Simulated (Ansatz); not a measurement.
GdN: couplings from the ferromagnetic state against total energies (computed with Ansatz 0.2.0)

Space group P-6m2 (No. 187), 2 atoms in the cell of the first input below: a = 3.339 Å, b = 3.339 Å, c = 3.038 Å, α = 90.00°, β = 90.00°, γ = 120.00°.

The structure was started from a prototype and need not be a known phase, relaxed without spin–orbit coupling to zero pressure (pressure 0.0 GPa with this functional, without spin–orbit coupling). Functional: LDA+U (Gd 6 eV).

The couplings come from the ferromagnetic state by the force theorem with constrained moments:

```yaml
crystal:
  lattice:
    - [3.3394229375, 0.0, 0.0]
    - [-1.6697114688, 2.8920250979, 0.0]
    - [0.0, 0.0, 3.037947073]
  atoms:
    - { symbol: Gd, position: [0.0, 0.0, 0.0], spin: 7.61 }
    - { symbol: "N", position: [0.6666666667, 0.3333333333, 0.5] }
basis:
  ecutwfc: 420
  ecutrho_ratio: 4
kpoints:
  mp_grid: { grid: [10, 10, 10] }
  band_path:
    path:
      - [[0.0, 0.0, 0.0], [0.5, 0.0, 0.0], [0.33333333, 0.33333333, 0.0], [0.0, 0.0, 0.0], [0.0, 0.0, 0.5], [0.5, 0.0, 0.5], [0.33333333, 0.33333333, 0.5], [0.0, 0.0, 0.5]]
      - [[0.5, 0.0, 0.5], [0.5, 0.0, 0.0]]
      - [[0.33333333, 0.33333333, 0.5], [0.33333333, 0.33333333, 0.0]]
    npoints: 6
hamiltonian:
  xc: lda
  hubbard: { sites: [{ species: Gd, l: f, u_eff: 6.0 }] }
scf:
  occupations: { method: gaussian, width: 0.05 }
  lower_state_search: "off"
output:
  forces: true
  stress: true
  eigenvalues: true
  populations: true
  hubbard: { sites: [{ species: Gd, l: f }] }
  eigenstates:
    nscf_kmesh: { grid: [10, 10, 10] }
    top_band: c28
    exchange_couplings: { magnetic: [{ site: 0 }], antisymmetric: true }
    magnetocrystalline_anisotropy: {}
magnetization:
  spin_polarized: true
checkpoint:
  read: start.run
  write: ck
  compress: false
  write_wavefunctions: false
  write_every: 100000
```

```bash
ansatz run input.yaml --threads 4 --pin off --max-ram 9216MiB --backend cpu --events-out ev --progress --plain --runs-dir out
```

start.run is the saved state of an earlier run of the same cell.

Time: 4 min on 4 threads of Arm Neoverse V1, with other jobs on the host, peak memory 1.6 GiB.

Couplings between Gd atoms, for E = −Σ(i≠j) J_ij e_i·e_j with unit vectors (each pair counted twice):

```tsv
distance (Å)	neighbours	J (meV)
3.038	2	1.721
3.339	6	0.710
4.515	12	-0.010
5.784	6	0.007
6.076	2	0.143
6.533	12	0.025
6.679	6	-0.025
6.933	12	0.046
7.337	12	-0.003
8.389	12	0.007
```

36 shells out to 14.6 Å enter the sums below; those further out add -0.05 meV to J(0).

The program gives no ordering temperature for this run: the mean over the zone hasn't settled in the mesh.

At rigid moments, leaving out the upper third of the empty bands moves a coupling by up to 9 % of the largest.

Question: What energy per Gd above the ferromagnet does the model give for the order with wave vector q = (0.000, 0.000, 0.500) in units of the reciprocal cell vectors?

Answer: E(q) − E(0) = Σ J_ij (1 − cos q·R_ij). The shells that add most, as J × Σ(1 − cos): 1.721 × 4.00 at 3.04 Å, -0.010 × 24.00 at 4.51 Å, 0.025 × 24.00 at 6.53 Å, 0.084 × 4.00 at 9.11 Å, 0.027 × 24.00 at 9.71 Å, 0.004 × 24.00 at 11.30 Å, and -0.23 meV from the 30 other shells kept; in all 8.09 meV.

Each order was then solved self-consistently. The input for the first:

```yaml
crystal:
  lattice:
    - [3.3394229375, 0.0, 0.0]
    - [-1.6697114688, 2.8920250979, 0.0]
    - [0.0, 0.0, 6.075894146]
  atoms:
    - { symbol: Gd, position: [1.0, 0.0, 0.0], spin: 7.0 }
    - { symbol: "N", position: [0.6666666667, 0.3333333333, 0.25] }
    - { symbol: Gd, position: [1.0, 0.0, 0.5], spin: -7.0 }
    - { symbol: "N", position: [0.6666666667, 0.3333333333, 0.75] }
basis:
  ecutwfc: 420
  ecutrho_ratio: 4
kpoints:
  mp_grid: { grid: [10, 10, 5] }
hamiltonian:
  xc: lda
  hubbard: { sites: [{ species: Gd, l: f, u_eff: 6.0 }] }
scf:
  occupations: { method: gaussian, width: 0.05 }
  lower_state_search: "off"
output:
  forces: true
  stress: true
  eigenvalues: true
  populations: true
  hubbard: { sites: [{ species: Gd, l: f }] }
  write_density: true
  write_potential: true
  elf: true
  volumetric_format: npy
magnetization:
  spin_polarized: true
checkpoint:
  read: start.run
  write: ck
  compress: false
  write_wavefunctions: false
  write_every: 100000
```

```bash
ansatz run input.yaml --threads 4 --pin off --max-ram 9216MiB --backend cpu --events-out ev --progress --plain --runs-dir out
```

start.run is the saved state of an earlier run of the same cell.

Time: 8.6 s on 4 threads of Arm Neoverse V1, with other jobs on the host, peak memory 0.48 GiB.

Total energies count from the ferromagnet on the 10×10×10 mesh, or from a ferromagnetic run in the same doubled cell where its mesh isn't the equal of that (spin moment 6.92 μB).

| order | q | model (meV) | total energies (meV) | largest spin moment (μB) | gap on the mesh (eV) |
| --- | --- | --- | --- | --- | --- |
| collinear order in a doubled cell | 0.000 0.000 0.500 | 8.09 | 7.93 | 6.91 | 0.22 |
| collinear order in a doubled cell | 0.000 0.500 0.000 | 7.36 | 6.30 | 6.91 | 0.21 |
| collinear order in a doubled cell | 0.000 0.500 0.500 | 14.33 | 13.78 | 6.90 | 0.22 |

The model has the sign of the total energies in all 3 rows, and meets their size within a tenth for 2, within a third for 1 more; the largest miss is 1.06 meV. The ferromagnet is the lowest of the states tried, which hold no spiral. The couplings are derived for small turns about the ferromagnet.

Caveats: a collinear order may stand above its lowest state; couplings not converged in the mesh; filled bands differ between k-points; no spin-orbit coupling, which matters for these elements; not tested for a lower state (some of the orders); state of the open shells carried from another run; the ferromagnetic state is metallic at this level, and the convergence of the total energies in the k-mesh was not tested; the order found in nature may be another, or none; the saved state is not the lowest (some of the orders).

Ferromagnetic coupling dominates both along the c axis and within the Gd planes. The axial bond is the stronger one, but reversing alternate planes costs only slightly more than the in-plane stripe order because each Gd has fewer axial neighbours. Combining both reversals costs nearly the sum of the two, so the axial and in-plane couplings act almost independently.

The spin moment hardly changes between orders, as expected for a half-filled 4f shell, which supports a description by local moments. Direct 4f overlap is negligible. The coupling probably runs through on-site 4f–5d exchange and the mixing of Gd 5d with N 2p. Parallel moments spin-split these bands and can make them overlap, whereas the antiparallel orders open a gap of 0.21 to 0.22 eV. This electronic rearrangement may explain why the model overestimates the cost in every row.

Ferromagnetism is also known in rock-salt GdN, but the different Gd–N network here means that these couplings can't be carried over to that phase.
